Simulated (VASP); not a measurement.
Crystal: CsSnI3.

```
CELL_PARAMETERS angstrom
6.20570 0.00000 0.00000
0.00000 6.20570 0.00000
0.00000 0.00000 6.20570
ATOMIC_POSITIONS crystal
Cs 0.00000 0.00000 0.00000
I 0.50000 0.50000 0.00000
I 0.50000 0.00000 0.50000
I 0.00000 0.50000 0.50000
Sn 0.50000 0.50000 0.50000
```

* Program: VASP 6.6.1
* Task: relaxation of cell and atoms
* Functional: PBE
* Potentials or basis: VASP PAW PBE potentials, release 64 (Cs_sv, I, Sn_d)
* Cutoff: 600 eV
* k mesh: 4 × 4 × 4
* Occupations: fermi-dirac, width 0.05 eV
* Spin: no spin polarisation

At the start: pressure 0.8 GPa; volume 47.80 Å³/atom.

Problem. Where does the relaxation end?

Solution. Over 3 steps the energy falls by 5.5 meV/atom and the volume is 50.12 Å³/atom (+4.9 %); space group Pm-3m (No. 221, to 0.05 Å).

Step by step:
| step | energy change (eV) | largest force (eV/Å) | pressure (GPa) | volume (Å³) |
| --- | --- | --- | --- | --- |
| 1 | 0.0000 | 0.0000 | 0.81 | 238.99 |
| 2 | -0.0259 | 0.0000 | 0.20 | 247.40 |
| 3 | -0.0277 | 0.0000 | -0.01 | 250.59 |

Final structure:
```
CELL_PARAMETERS angstrom
6.30456 0.00000 0.00000
0.00000 6.30456 0.00000
0.00000 0.00000 6.30456
ATOMIC_POSITIONS crystal
Cs 0.00000 0.00000 0.00000
I 0.50000 0.50000 0.00000
I 0.50000 0.00000 0.50000
I 0.00000 0.50000 0.50000
Sn 0.50000 0.50000 0.50000
```
